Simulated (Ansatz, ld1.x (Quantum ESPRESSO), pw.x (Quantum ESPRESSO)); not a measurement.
**From atom to crystal: PAW potential for zirconium**

| Quantity | Value |
| --- | --- |
| Element | zirconium |
| Generator | ld1.x (Quantum ESPRESSO) 7.5 |
| Type | PAW |
| Functional | LDA (PW92) |
| Relativity | scalar-relativistic |
| Frozen core | [Kr] |
| Valence charge | 4 |
| Reference configuration | 4d2 5s2 5p0 |
| Partial waves | 5s (bound): rcut 2.65, rcutus 3.35 bohr; 5s channel at 4.6 Ry: rcut 2.65, rcutus 3.35 bohr; 5p (bound, empty): rcut 2.80, rcutus 3.65 bohr; 5p channel at 4.1 Ry: rcut 2.80, rcutus 3.65 bohr; 4d (bound): rcut 1.85, rcutus 2.60 bohr; 4d channel at 0.15 Ry: rcut 1.85, rcutus 2.60 bohr |
| Local potential | all-electron potential smoothed inside 3.34 bohr (lloc = -1) |
| Core correction | Bessel-smoothed model core, default radius (core density twice the valence density) |
| Augmentation charge | BG, radius 1.90 bohr |

Atomic tests: cutoffs needed: 12 Ry and 18 Ry (the cutoffs (Ry, on a coarse ladder) from which the occupation-weighted sum of valence levels, in a spherical-Bessel basis at the reference potential, stays within 10 and 1 mRy of its value at 400 Ry); ghost test: no extra level below or beside the all-electron valence levels (s, p, d, f tested) (spherical-Bessel basis up to 400 Ry, 20 bohr box); configuration tests: test run stopped at test 4 of 9 (negative rho).

Crystal test: fcc Zr in pw.x 7.5, no spin, 13³ k-points, Fermi–Dirac smearing 0.01 Ry, cutoffs 40/320 Ry. The reference is all-electron LAPW (Ansatz 0.2.0) with the same functional, mesh and smearing; V0 and B0 come from Birch–Murnaghan fits to the pressures at five volumes. Errors are pseudo minus all-electron; Δ is the rms difference of the E(V) curves that follow from these fits, minima aligned, over ±6 % about the mean V0. Mesh and smearing are coarse, so the numbers serve the comparison and aren't converged zero-temperature values; the lattice is a test structure that the element need not adopt.

All-electron: a0 = 4.424 Å (V0 = 21.64 Å³/atom), B0 = 99.5 GPa.

Task: How far does the potential miss the all-electron equation of state?

Result: converged, but broken (pressure over 100 GPa off). The pressure does not cross zero within the volumes sampled, so no fit is given. The largest radius (3.65 bohr) exceeds half the bond length (2.95 bohr), so the spheres overlap, which is one possible source of error among others. The pseudo pressure rises with volume over part of the range, a mechanical instability. Atomic configuration tests: test run stopped at test 4 of 9 (negative rho). A pressure error of this size marks a broken potential; the numbers have no physical meaning.

```json
{"V (Å³/atom)": "20.529", "P all-electron (GPa)": "5.71", "P pseudo (GPa)": "-4877.12"}
{"V (Å³/atom)": "21.069", "P all-electron (GPa)": "2.78", "P pseudo (GPa)": "-4150.30"}
{"V (Å³/atom)": "21.609", "P all-electron (GPa)": "0.14", "P pseudo (GPa)": "-4117.73"}
{"V (Å³/atom)": "22.149", "P all-electron (GPa)": "-2.23", "P pseudo (GPa)": "-4212.62"}
{"V (Å³/atom)": "22.689", "P all-electron (GPa)": "-4.36", "P pseudo (GPa)": "-4302.36"}
```

Task: At the middle volume, how do free energy and pressure move when the wave cutoff is lowered (ecutrho held at 320 Ry)?

Result:

| cutoff (Ry) | shift of F (meV/atom) | shift of P (GPa) |
| --- | --- | --- |
| 18 | +1150660.7 | -9794.23 |
| 24 | +584745.8 | -1597.51 |
| 32 | +279747.1 | -1695.65 |

The run at the middle volume (84 k-points, 24 iterations) took about 23 s on one core of a shared host (Neoverse-V1, 64 threads, 495 GiB, load 12).
